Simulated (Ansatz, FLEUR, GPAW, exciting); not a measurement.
**One calculation of BN, 5 ways**

```
N B
1.0
     0.00000    1.81300    1.81300
     1.81300    0.00000    1.81300
     1.81300    1.81300    0.00000
N B
1 1
Direct
  0.25000 0.25000 0.25000
  0.00000 0.00000 0.00000
```

The cell is a database's computed one, not the measured one.

Alike in all runs: task band structure; functional RPBE; k mesh 13 × 13 × 13; occupations fermi-dirac, width 0.05 eV; no spin polarisation; no spin-orbit coupling. Pressure is positive in compression and, in plane waves, holds the error of the finite cutoff, which Ansatz's Pulay term estimates and takes out. Gaps are the smaller of the mesh's and the band path's.

| program and potentials | plane-wave cutoff (eV) | notes | band gap (eV) | pressure (GPa) |
| --- | --- | --- | --- | --- |
| Ansatz, Ansatz PAW | 420 | potentials made for PBE, which Ansatz adapts in part; Pulay term of +0.94 GPa included | 4.50 | 5.42 |
| Ansatz, all-electron LAPW, scalar-relativistic | - | - | 4.49 | 5.38 |
| FLEUR, all-electron, FLAPW | - | - | 4.66 | - |
| GPAW, the program's PAW data sets (release 1.2.1) made for this functional | 800 | - | 4.50 | 4.26 |
| exciting, all-electron LAPW+lo, shipped species files, valence relativity iora* | - | - | 4.50 | - |

The band gap spans 4.49 (Ansatz, all-electron LAPW, scalar-relativistic) to 4.66 eV (FLEUR, all-electron, FLAPW), with all-electron results at 4.49 to 4.66. The pressure spans 4.26 (GPAW, the program's PAW data sets (release 1.2.1) made for this functional) to 5.42 GPa (Ansatz, Ansatz PAW), with all-electron results at 5.38. Some sets were made for another functional than the one run, which can shift their rows. The paths' points differ, which is worth about 0.01 eV.

The functional is the same throughout but for its coding, so the spread measures potentials, basis and numerics; runs on potential files found faulty are left out.
